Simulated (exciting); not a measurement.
# Bi (Im-3m) in exciting: settings compared

The runs below take Bi through band structure, with PBEsol, RPBE.

Everything below comes from runs of exciting (release sodium). Logs are shortened: lines on timing, memory, paths and dates and some standing lists are left out, and cuts for length are marked.

## Step 1: The structure

It takes space group Im-3m (No. 229, cubic). The conventional cell has a = 3.963 Å, b = 3.963 Å, c = 3.963 Å, α = 90.00°, β = 90.00°, γ = 90.00°. Bi (site symmetry m-3m) is surrounded by 8 Bi at 3.43 Å.

This isn't the form of Bi at room conditions, which is rhombohedral.

## Step 2: Band structure, PBEsol

File input.xml:

```xml
<input>
  <title>Bi</title>
  <structure speciespath="./" tshift="false">
    <crystal scale="1">
      <basevect>-3.744361040074 3.744361040074 3.744361040074</basevect>
      <basevect>3.744361040074 -3.744361040074 3.744361040074</basevect>
      <basevect>3.744361040074 3.744361040074 -3.744361040074</basevect>
    </crystal>
    <species speciesfile="Bi.xml" rmt="2.3">
      <atom coord="0.000000000000 0.000000000000 0.000000000000"/>
    </species>
  </structure>
  <groundstate do="fromscratch" ngridk="9 9 9" rgkmax="9" gmaxvr="14" lmaxapw="10" lmaxmat="10" lmaxvr="8" xctype="GGA_PBE_SOL" stype="Fermi Dirac" swidth="0.00183747" nempty="8" ValenceRelativity="iora*" epsengy="1e-05" epspot="1e-05" maxscl="60" outputlevel="normal"/>
  <properties>
    <bandstructure>
      <plot1d>
        <path steps="80">
          <point coord="0 0 0" label="G"/>
          <point coord="0.5 -0.5 0.5" label="H"/>
          <point coord="0 0 0.5" label="N"/>
          <point coord="0 0 0" label="G"/>
          <point coord="0.25 0.25 0.25" label="P"/>
          <point coord="0.5 -0.5 0.5" label="H" breakafter="true"/>
          <point coord="0.25 0.25 0.25" label="P"/>
          <point coord="0 0 0.5" label="N"/>
        </path>
      </plot1d>
    </bandstructure>
    <chargedensityplot>
      <plot3d>
        <box grid="18 18 18">
          <origin coord="0 0 0"/>
          <point coord="1 0 0"/>
          <point coord="0 1 0"/>
          <point coord="0 0 1"/>
        </box>
      </plot3d>
    </chargedensityplot>
    <elfplot>
      <plot3d>
        <box grid="18 18 18">
          <origin coord="0 0 0"/>
          <point coord="1 0 0"/>
          <point coord="0 1 0"/>
          <point coord="0 0 1"/>
        </box>
      </plot3d>
    </elfplot>
    <exccplot>
      <plot3d>
        <box grid="18 18 18">
          <origin coord="0 0 0"/>
          <point coord="1 0 0"/>
          <point coord="0 1 0"/>
          <point coord="0 0 1"/>
        </box>
      </plot3d>
    </exccplot>
  </properties>
</input>
```

Potentials or basis: all-electron LAPW+lo, shipped species files, valence relativity iora*.

Launch:

```bash
> OMP_NUM_THREADS=1 exciting_smp
```

INFO.OUT:

```text
================================================================================
EXCITING SODIUM started
[... 10 lines left out ...]

 Lattice vectors (cartesian) :
     -3.7443610401      3.7443610401      3.7443610401
      3.7443610401     -3.7443610401      3.7443610401
      3.7443610401      3.7443610401     -3.7443610401

 Reciprocal lattice vectors (cartesian) :
      0.0000000000      0.8390196939      0.8390196939
      0.8390196939      0.0000000000      0.8390196939
      0.8390196939      0.8390196939      0.0000000000

 Unit cell volume                           :     209.9873556994
 Brillouin zone volume                      :       1.1812626175

 Species :    1 (Bi)
     parameters loaded from                 :    Bi.xml
     name                                   :    bismuth
     nuclear charge                         :     -83.00000000
     electronic charge                      :      83.00000000
     atomic mass                            :  380947.92830000
     muffin-tin radius                      :       2.30000000
     # of radial points in muffin-tin       :     450

     atomic positions (lattice) :
       1 :   0.00000000  0.00000000  0.00000000

 Total number of atoms per unit cell        :       1

 Spin treatment                             :    spin-unpolarised

 Number of Bravais lattice symmetries       :      48
 Number of crystal symmetries               :      48

 k-point grid                               :       9    9    9
 Total number of k-points                   :      35
 k-point set is reduced with crystal symmetries

 R^MT_min * |G+k|_max (rgkmax)              :       9.00000000
 Species with R^MT_min                      :       1 (Bi)
 Maximum |G+k| for APW functions            :       3.91304348
 Maximum |G| for potential and density      :      14.00000000

 G-vector grid sizes                        :      30    30    30
 Total number of G-vectors                  :    9861

 Maximum angular momentum used for
     APW functions                          :      10
     computing H and O matrix elements      :      10
     potential and density                  :       8
     inner part of muffin-tin               :       2

 Total nuclear charge                       :     -83.00000000
 Total electronic charge                    :      83.00000000
 Total core charge                          :      68.00000000
 Total valence charge                       :      15.00000000

 Number of empty states                     :       8
 Total number of valence states             :      16

 Maximum Hamiltonian size                   :     242
 Maximum number of plane-waves              :     228
 Total number of local-orbitals             :      14

 Exchange-correlation type                  :      22
     PBEsol, Phys. Rev. Lett. 100, 136406 (2008)
     Generalised gradient approximation (GGA)

[... 20 lines left out ...]
+ SCF iteration number :    1                                                  +
++++++++++++++++++++++++++++++++++++++++++++++++++++++++++++++++++++++++++++++++
 Total energy                               :    -21571.01703529
 _______________________________________________________________
 Fermi energy                               :         0.30051853
 Kinetic energy                             :     25240.21532419
 Coulomb energy                             :    -46418.33672379
 Exchange energy                            :      -387.15956301
 Correlation energy                         :        -5.73607268

 DOS at Fermi energy (states/Ha/cell)       :        15.08417454

 Electron charges :
     core                                   :        68.00000000
     core leakage                           :         0.00816426
     valence                                :        15.00000000
     interstitial                           :         3.26000752
     charge in muffin-tin spheres :
                  atom     1    Bi          :        79.73999248
     total charge in muffin-tins            :        79.73999248
     total charge                           :        83.00000000

++++++++++++++++++++++++++++++++++++++++++++++++++++++++++++++++++++++++++++++++
+ SCF iteration number :    2                                                  +
++++++++++++++++++++++++++++++++++++++++++++++++++++++++++++++++++++++++++++++++
 Total energy                               :    -21573.31657239
 _______________________________________________________________
 Fermi energy                               :         0.29622589
 Kinetic energy                             :     25238.61614599
 Coulomb energy                             :    -46419.00814864
 Exchange energy                            :      -387.18818832
 Correlation energy                         :        -5.73638143

 DOS at Fermi energy (states/Ha/cell)       :        14.96839435

 Electron charges :
     core                                   :        68.00000000
     core leakage                           :         0.00809921
     valence                                :        15.00000000
     interstitial                           :         3.24852605
     charge in muffin-tin spheres :
                  atom     1    Bi          :        79.75147395
     total charge in muffin-tins            :        79.75147395
     total charge                           :        83.00000000

 RMS change in effective potential (target) :  0.408051E-01  ( 0.100000E-04)
 Absolute change in total energy   (target) :   2.29954      ( 0.100000E-04)
 Charge distance                   (target) :  0.330194E-03  ( 0.100000E-04)

++++++++++++++++++++++++++++++++++++++++++++++++++++++++++++++++++++++++++++++++
+ SCF iteration number :    3                                                  +
++++++++++++++++++++++++++++++++++++++++++++++++++++++++++++++++++++++++++++++++
 Total energy                               :    -21574.54763183
 _______________________________________________________________
 Fermi energy                               :         0.29288702
 Kinetic energy                             :     25237.66538668
 Coulomb energy                             :    -46419.27463286
 Exchange energy                            :      -387.20184934
 Correlation energy                         :        -5.73653631

 DOS at Fermi energy (states/Ha/cell)       :        14.90858287

 Electron charges :
     core                                   :        68.00000000
     core leakage                           :         0.00806240
     valence                                :        15.00000000
     interstitial                           :         3.24144944
     charge in muffin-tin spheres :
                  atom     1    Bi          :        79.75855056
     total charge in muffin-tins            :        79.75855056
     total charge                           :        83.00000000
[... 167 lines left out ...]
++++++++++++++++++++++++++++++++++++++++++++++++++++++++++++++++++++++++++++++++
+ SCF iteration number :   10                                                  +
++++++++++++++++++++++++++++++++++++++++++++++++++++++++++++++++++++++++++++++++
 Total energy                               :    -21575.83369359
 _______________________________________________________________
 Fermi energy                               :         0.28466638
 Kinetic energy                             :     25236.35865791
 Coulomb energy                             :    -46419.24626277
 Exchange energy                            :      -387.20946055
 Correlation energy                         :        -5.73662818

 DOS at Fermi energy (states/Ha/cell)       :        14.79816882

 Electron charges :
     core                                   :        68.00000000
     core leakage                           :         0.00802236
     valence                                :        15.00000000
     interstitial                           :         3.23213836
     charge in muffin-tin spheres :
                  atom     1    Bi          :        79.76786164
     total charge in muffin-tins            :        79.76786164
     total charge                           :        83.00000000

 RMS change in effective potential (target) :  0.739775E-09  ( 0.100000E-04)
 Absolute change in total energy   (target) :  0.553663E-05  ( 0.100000E-04)
 Charge distance                   (target) :  0.827632E-09  ( 0.100000E-04)

++++++++++++++++++++++++++++++++++++++++++++++++++++++++++++++++++++++++++++++++
+ SCF iteration number :   11                                                  +
++++++++++++++++++++++++++++++++++++++++++++++++++++++++++++++++++++++++++++++++
 Total energy                               :    -21575.83369344
 _______________________________________________________________
 Fermi energy                               :         0.28466638
 Kinetic energy                             :     25236.35865811
 Coulomb energy                             :    -46419.24626283
 Exchange energy                            :      -387.20946055
 Correlation energy                         :        -5.73662818

 DOS at Fermi energy (states/Ha/cell)       :        14.79816847

 Electron charges :
     core                                   :        68.00000000
     core leakage                           :         0.00802236
     valence                                :        15.00000000
     interstitial                           :         3.23213836
     charge in muffin-tin spheres :
                  atom     1    Bi          :        79.76786164
     total charge in muffin-tins            :        79.76786164
     total charge                           :        83.00000000

 RMS change in effective potential (target) :  0.733487E-09  ( 0.100000E-04)
 Absolute change in total energy   (target) :  0.153192E-06  ( 0.100000E-04)
 Charge distance                   (target) :  0.183418E-09  ( 0.100000E-04)

++++++++++++++++++++++++++++++++++++++++++++++++++++++++++++++++++++++++++++++++
| Convergency criteria checked for the last 2 iterations                       +
| Convergence targets achieved. Performing final SCF iteration                 +
++++++++++++++++++++++++++++++++++++++++++++++++++++++++++++++++++++++++++++++++
 Total energy                               :    -21575.83369402
 _______________________________________________________________
 Fermi energy                               :         0.28466638
 Kinetic energy                             :     25236.35865780
 Coulomb energy                             :    -46419.24626308
 Exchange energy                            :      -387.20946056
 Correlation energy                         :        -5.73662818

 DOS at Fermi energy (states/Ha/cell)       :        14.79816867

 Electron charges :
     core                                   :        68.00000000
     core leakage                           :         0.00802236
     valence                                :        15.00000000
     interstitial                           :         3.23213836
     charge in muffin-tin spheres :
                  atom     1    Bi          :        79.76786164
     total charge in muffin-tins            :        79.76786164
     total charge                           :        83.00000000

++++++++++++++++++++++++++++++++++++++++++++++++++++++++++++++++++++++++++++++++
[... 12 lines left out ...]
| EXCITING SODIUM stopped                                                      =
================================================================================
```

Run time: 38 s. Hardware: 1 thread of Arm Neoverse V2, shared host; peak memory 0.1 GiB.

What came out:

* Free energy: -587108.3484 eV
* Band gap on the k mesh: none (metal or under the smearing width)
* All electrons inside the program's atomic spheres: Bi 79.77 (radii Bi 2.3 bohr)

Levels at the corners of the path, in eV from the Fermi level:
```tsv
point	band 3	band 4	band 5	band 6	band 7	band 8	band 9	band 10	band 11	band 12
Γ	-22.93	-22.80	-22.80	-13.55	5.10	5.10	5.10	9.12	10.43	10.43
H	-22.74	-22.74	-22.74	-8.39	-1.82	-1.82	-1.82	3.51	3.51	15.27
N	-22.81	-22.80	-22.71	-10.50	-5.10	1.56	3.43	5.95	7.56	12.36
Γ	-22.93	-22.80	-22.80	-13.55	5.10	5.10	5.10	9.12	10.43	10.43
P	-22.86	-22.80	-22.80	-9.97	-2.35	-2.35	-2.35	14.95	14.95	14.95
H	-22.74	-22.74	-22.74	-8.39	-1.82	-1.82	-1.82	3.51	3.51	15.27
P	-22.86	-22.80	-22.80	-9.97	-2.35	-2.35	-2.35	14.95	14.95	14.95
N	-22.81	-22.80	-22.71	-10.50	-5.10	1.56	3.43	5.95	7.56	12.36
```

Caveat: the log's total energy holds no entropy term; the free energy is that total less TS from the occupations; spin-orbit coupling is left out, which moves the levels of the heavy elements.

## Step 3: Band structure, PBEsol, spin-orbit coupling, no magnetisation

File input.xml:

```xml
<input>
  <title>Bi</title>
  <structure speciespath="./" tshift="false">
    <crystal scale="1">
      <basevect>-3.744361040074 3.744361040074 3.744361040074</basevect>
      <basevect>3.744361040074 -3.744361040074 3.744361040074</basevect>
      <basevect>3.744361040074 3.744361040074 -3.744361040074</basevect>
    </crystal>
    <species speciesfile="Bi.xml" rmt="2.3">
      <atom coord="0.000000000000 0.000000000000 0.000000000000"/>
    </species>
  </structure>
  <groundstate do="fromscratch" ngridk="7 7 7" rgkmax="9" gmaxvr="14" lmaxapw="10" lmaxmat="10" lmaxvr="8" xctype="GGA_PBE_SOL" stype="Fermi Dirac" swidth="0.00183747" nempty="16" ValenceRelativity="iora*" epsengy="1e-05" epspot="1e-05" maxscl="60" outputlevel="normal">
    <spin spinorb="true"/>
  </groundstate>
  <properties>
    <bandstructure>
      <plot1d>
        <path steps="80">
          <point coord="0 0 0" label="G"/>
          <point coord="0.5 -0.5 0.5" label="H"/>
          <point coord="0 0 0.5" label="N"/>
          <point coord="0 0 0" label="G"/>
          <point coord="0.25 0.25 0.25" label="P"/>
          <point coord="0.5 -0.5 0.5" label="H" breakafter="true"/>
          <point coord="0.25 0.25 0.25" label="P"/>
          <point coord="0 0 0.5" label="N"/>
        </path>
      </plot1d>
    </bandstructure>
  </properties>
</input>
```

Potentials or basis: all-electron LAPW+lo, shipped species files, valence relativity iora*.

Launch:

```bash
> OMP_NUM_THREADS=1 exciting_smp
```

Wall time 44 s (1 thread of Arm Neoverse V2, shared host); peak memory 0.13 GiB.

Results (log left out):

```yaml
Band_gap_on_the_k_mesh: none (metal or under the smearing width)
All_electrons_inside_the_program's_atomic_spheres: Bi 79.79 (radii Bi 2.3 bohr)
```

Levels at the corners of the path, in eV from the Fermi level:
```csv
point,band 14,band 15,band 16,band 17,band 18,band 19
Γ,2.72,6.07,6.07,6.07,6.07,8.98
H,-3.22,-1.39,-1.39,-1.39,-1.39,3.36
N,-5.37,1.11,1.11,3.55,3.55,5.81
Γ,2.72,6.07,6.07,6.07,6.07,8.98
P,-3.47,-2.08,-2.08,-2.08,-2.08,13.48
H,-3.22,-1.39,-1.39,-1.39,-1.39,3.36
P,-3.47,-2.08,-2.08,-2.08,-2.08,13.48
N,-5.37,1.11,1.11,3.55,3.55,5.81
```

Caveat: total energies with spin-orbit coupling aren't reliable in this program, so none is listed and the log's shouldn't be used.

[end of part 1 of 2]
